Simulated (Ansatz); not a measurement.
Input and command of a plane-wave DFT calculation in Ansatz:

```yaml
crystal:
  lattice:
    - [5.031063164, 0.0, 0.0]
    - [-2.515531582, 4.3570285082, 0.0]
    - [0.0, 0.0, 3.1981993121]
  atoms:
    - { symbol: Pt, position: [0.0, 0.0, 0.0], spin: 1.0 }
    - { symbol: Se, position: [0.3333333333, 0.6666666667, 0.5] }
    - { symbol: Se, position: [0.6666666667, 0.3333333333, 0.5] }
basis:
  ecutwfc: 420
kpoints:
  mp_grid: { grid: [6, 6, 6] }
hamiltonian:
  xc: pbe
scf:
  occupations: { method: gaussian, width: 0.1 }
  lower_state_search: "off"
output:
  forces: true
  stress: true
  eigenvalues: true
  populations: true
magnetization:
  spin_polarized: true
```

```bash
ansatz run input.yaml --threads 1 --pin off --max-ram 2560MiB --backend cpu --events-out ev --progress --plain --runs-dir out
```

Processor: Intel(R) Xeon(R) Platinum 8259CL CPU @ 2.50GHz (Skylake/Cascade Lake), 1 thread, on a host shared with other jobs.

**Question.** Estimate time, memory and problem size.

**Answer.** About 17 s on 1 thread of Intel(R) Xeon(R) Platinum 8259CL CPU @ 2.50GHz (Skylake/Cascade Lake), with other jobs on the host, peak memory 0.46 GiB. It solves 31 bands at 28 k points (the mesh reduced by the symmetry that the task leaves, which can be less than the crystal's) with about 1361 plane waves, in 18 SCF iterations.
